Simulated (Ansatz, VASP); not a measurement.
# LiTa2O5 in VASP and in Ansatz

```xyz
8
Lattice="5.7738 0.0000 0.0000 -2.8869 5.0003 0.0000 0.0000 0.0000 3.9019" Properties=species:S:1:pos:R:3 pbc="T T T"
Li    0.0000    0.0000    0.0000
Ta    0.0000    3.3335    1.9509
Ta    2.8869    1.6668    1.9509
O     0.0000    3.3335    0.0000
O    -0.9217    1.5964    1.9509
O     1.9652    3.4039    1.9509
O     1.8434    0.0000    1.9509
O     2.8869    1.6668    0.0000
```

Alike in both runs: functional PBE; k mesh 3 × 3 × 4; occupations gaussian, width 0.1 eV; no spin polarisation.

Ansatz relaxed the structure, and its values are those at the end. VASP's run is a single point on that final structure, the one shown.

|  | VASP | Ansatz |
| --- | --- | --- |
| version | VASP 6.6.1 | Ansatz 0.2.0 |
| potentials or method | VASP PAW PBE potentials, release 64 (Li_sv, Ta_pv, O) | scalar-relativistic, plane waves, PAW |
| plane-wave cutoff (eV) | 520 | 420 |
| valence electrons in the cell | 55 | 59 |

Ansatz gave:

- gap on the k mesh at the Fermi level (eV): none
- rms of the force components (eV/Å): 0.000

Problem. Which values does VASP return?

Solution. gap on the k mesh at the Fermi level (eV): none; rms of the force components (eV/Å): 0.031.

A gap of «none» marks a metal or a gap that the smearing closes. The two sets of potentials don't hold the same shells in valence.

Caveats: the k mesh is coarse (spacing up to 0.42 Å⁻¹), so the values aren't converged; an odd number of electrons without spin polarisation forces a metal; a magnetic or distorted state may lie lower. The runs have no spin-orbit coupling, so splittings on Ta are missing.
